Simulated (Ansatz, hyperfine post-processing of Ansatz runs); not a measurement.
# Reading the 7Li spectrum of LiMnP2H2O8

Calculated values: DFT, PBEsol+U, plane-wave PAW, default files (PAW set soft_2), collinear spin, scalar-relativistic (Ansatz), contact and point-dipole shifts scaled to 340 K with Θ = 0 K (a pure Curie law); spin-only moments, above the ordering temperature.

```xyz
28
Lattice="7.0052 0.0000 0.0000 0.0000 8.0459 0.0000 0.0000 0.0000 5.2810" Properties=species:S:1:pos:R:3 pbc="T T T"
Mn    3.5026    4.0229    3.8606
Mn    0.0000    0.0000    1.4204
P     1.4749    1.1982    4.0800
P     5.5303    6.8477    4.0800
P     2.0277    5.2212    1.2011
P     4.9775    2.8247    1.2011
O     4.8702    3.6308    2.5205
O     2.1351    4.4151    2.5205
O     5.6377    7.6538    2.7606
O     1.3676    0.3921    2.7606
O     1.3142    0.3296    0.0589
O     5.6910    7.7163    0.0589
O     4.8168    3.6934    5.2221
O     2.1884    4.3525    5.2221
O     2.8864    1.8111    4.1120
O     4.1188    6.2348    4.1120
O     0.6162    5.8341    1.1691
O     6.3891    2.2118    1.1691
O     0.3473    2.3066    4.1053
O     6.6580    5.7393    4.1053
O     3.8499    1.7164    1.1757
O     3.1553    6.3295    1.1757
Li    3.5026    0.0000    2.1869
Li    0.0000    4.0229    3.0941
H     6.9256    2.3344    5.0689
H     0.0796    5.7115    5.0689
H     3.4230    1.6886    0.2121
H     3.5822    6.3573    0.2121
```

7Li MAS at 9.4 T (155.6 MHz), 40 kHz, 340 K; contact and dipolar shift alone, no orbital or quadrupolar part; lines under 1.5 % of the strongest are left out. NMR lines, with heights relative to the strongest:

```tsv
position (ppm)	intensity
-664.3	3.8
-407.2	18
-150.1	91
107.1	100
364.2	51
621.4	31
878.5	7.3
1135.7	1.5
```

Q: Find the isotropic shifts among the lines and assign them to the Li sites.

Sidebands are spaced by 257 ppm (the spinning rate over the resonance of 155.6 MHz). An isotropic line need not be the tallest: it is the area-weighted centre of its own family of sidebands, and the one that stays put when the rate is changed. Isotropic shifts: 107 ppm for atom 23 and the 1 atom equivalent to it (2 Mn through links of 117° (2)), reduced anisotropy 690 ppm.

[Logs are printed without paths, hosts, clocks, repeated set-up lines and the standing remarks that a program may print on its own settings, such as how far it seeks lower states.]

[Hosts, paths, dates, database ids (printed as entryN), source tags and the programs' standing remarks are cut or masked in the printed files.]
